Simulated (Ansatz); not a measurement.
# AlN: an axial (c/a) deformation path

This session takes AlN and sets out to look for other minima along an axial (c/a) path.

Method: DFT PBEsol, scalar-relativistic, plane waves, PAW, in Ansatz 0.2.0.

## Step 1: Starting point

It takes space group P6_3mc (No. 186, hexagonal). Conventional cell: a = 3.111 Å, b = 3.111 Å, c = 4.978 Å, α = 90.00°, β = 90.00°, γ = 120.00°. Around Al (site symmetry 3m) lie 4 N at 1.89 to 1.92 Å. N (site symmetry 3m) has 4 Al at 1.89 to 1.92 Å as nearest neighbours.

As a file:

```
CELL_PARAMETERS angstrom
3.11100 0.00000 0.00000
-1.55550 2.69421 0.00000
0.00000 0.00000 4.97800
ATOMIC_POSITIONS crystal
Al 0.33333 0.66667 0.00000
Al 0.66667 0.33333 0.50000
N 0.33333 0.66667 0.38500
N 0.66667 0.33333 0.88500
```

The cell is taken as given, not relaxed at this level.

## Step 2: The reference cell

The reference gives a free energy of -1811.9138 eV, pressure 0.56 GPa, largest force 0.177 eV/Å and gap on the mesh 4.07 eV. It was computed beforehand with the settings of the runs below.

## Step 3: Setting up an axial (c/a) deformation path

At fixed volume and fractional coordinates, lengths along (0.000, 0.000, 1.000) are scaled against those across it; ρ is that ratio over its starting value.

## Step 4: Point ρ = 0.850

Contents of input.yaml:

```yaml
crystal:
  lattice:
    - [3.2841829056, 0.0, 0.0]
    - [-1.6420914528, 2.8441858269, 0.0]
    - [0.0, 0.0, 4.4668445894]
  atoms:
    - { symbol: Al, position: [0.3333333333, 0.6666666667, 0.0] }
    - { symbol: Al, position: [0.6666666667, 0.3333333333, 0.5] }
    - { symbol: "N", position: [0.3333333333, 0.6666666667, 0.385] }
    - { symbol: "N", position: [0.6666666667, 0.3333333333, 0.885] }
basis:
  ecutwfc: 420
kpoints:
  mp_grid: { grid: [12, 12, 6] }
hamiltonian:
  xc: pbesol
scf:
  occupations: { method: gaussian, width: 0.05 }
output:
  forces: true
  stress: true
  eigenvalues: true
```

Started as:

```console
ansatz run input.yaml --threads 1 --pin off --max-ram 2560MiB --backend cpu --events-out ev --progress --plain --runs-dir out
```

## Step 5: ρ = 1.200

Edit input.yaml of step 4 so:

```diff
@@ -2,5 +2,5 @@
   lattice:
-    - [3.2841829056, 0.0, 0.0]
-    - [-1.6420914528, 2.8441858269, 0.0]
-    - [0.0, 0.0, 4.4668445894]
+    - [2.9275651106, 0.0, 0.0]
+    - [-1.4637825553, 2.535345757, 0.0]
+    - [0.0, 0.0, 5.6213728221]
   atoms:
```

## Step 6: At ρ = 0.920

Edit input.yaml of step 5 so:

```diff
@@ -2,5 +2,5 @@
   lattice:
-    - [2.9275651106, 0.0, 0.0]
-    - [-1.4637825553, 2.535345757, 0.0]
-    - [0.0, 0.0, 5.6213728221]
+    - [3.1986817736, 0.0, 0.0]
+    - [-1.5993408868, 2.7701396745, 0.0]
+    - [0.0, 0.0, 4.7088346859]
   atoms:
```

## Step 7: At ρ = 1.100

Edit input.yaml of step 6 so:

```diff
@@ -2,5 +2,5 @@
   lattice:
-    - [3.1986817736, 0.0, 0.0]
-    - [-1.5993408868, 2.7701396745, 0.0]
-    - [0.0, 0.0, 4.7088346859]
+    - [3.0137189557, 0.0, 0.0]
+    - [-1.5068594779, 2.6099571755, 0.0]
+    - [0.0, 0.0, 5.3045679346]
   atoms:
@@ -22 +22,5 @@
   eigenvalues: true
+  write_density: true
+  write_potential: true
+  elf: true
+  volumetric_format: npy
```

## Step 8: At ρ = 0.960

Edit input.yaml of step 7 so:

```diff
@@ -2,5 +2,5 @@
   lattice:
-    - [3.0137189557, 0.0, 0.0]
-    - [-1.5068594779, 2.6099571755, 0.0]
-    - [0.0, 0.0, 5.3045679346]
+    - [3.1536239158, 0.0, 0.0]
+    - [-1.5768119579, 2.731118425, 0.0]
+    - [0.0, 0.0, 4.8443522454]
   atoms:
@@ -22,5 +22 @@
   eigenvalues: true
-  write_density: true
-  write_potential: true
-  elf: true
-  volumetric_format: npy
```

## Step 9: Point ρ = 1.050

Edit input.yaml of step 8 so:

```diff
@@ -2,5 +2,5 @@
   lattice:
-    - [3.1536239158, 0.0, 0.0]
-    - [-1.5768119579, 2.731118425, 0.0]
-    - [0.0, 0.0, 4.8443522454]
+    - [3.0608159216, 0.0, 0.0]
+    - [-1.5304079608, 2.6507443444, 0.0]
+    - [0.0, 0.0, 5.1425804165]
   atoms:
@@ -22 +22,5 @@
   eigenvalues: true
+  write_density: true
+  write_potential: true
+  elf: true
+  volumetric_format: npy
```

## Step 10: Point ρ = 0.800

Edit input.yaml of step 9 so:

```diff
@@ -2,5 +2,5 @@
   lattice:
-    - [3.0608159216, 0.0, 0.0]
-    - [-1.5304079608, 2.6507443444, 0.0]
-    - [0.0, 0.0, 5.1425804165]
+    - [3.3512254781, 0.0, 0.0]
+    - [-1.675612739, 2.9022463978, 0.0]
+    - [0.0, 0.0, 4.2899103548]
   atoms:
@@ -22,5 +22 @@
   eigenvalues: true
-  write_density: true
-  write_potential: true
-  elf: true
-  volumetric_format: npy
```

## Step 11: At ρ = 1.300

Edit input.yaml of step 10 so:

```diff
@@ -2,5 +2,5 @@
   lattice:
-    - [3.3512254781, 0.0, 0.0]
-    - [-1.675612739, 2.9022463978, 0.0]
-    - [0.0, 0.0, 4.2899103548]
+    - [2.8504878489, 0.0, 0.0]
+    - [-1.4252439245, 2.4685948904, 0.0]
+    - [0.0, 0.0, 5.9294870806]
   atoms:
```

(Steps that only read results are left out.)

What does the calculation give? Wanted: highest point.

As calculated:

| quantity | value |
| --- | --- |
| highest point | 549.8 meV/atom at ρ = 1.300 |

The undisturbed cell stays the lowest of the sampled points. No sampled point inside the path is a dip, apart from those named. The gap on the mesh stays between 1.79 and 4.16 eV.
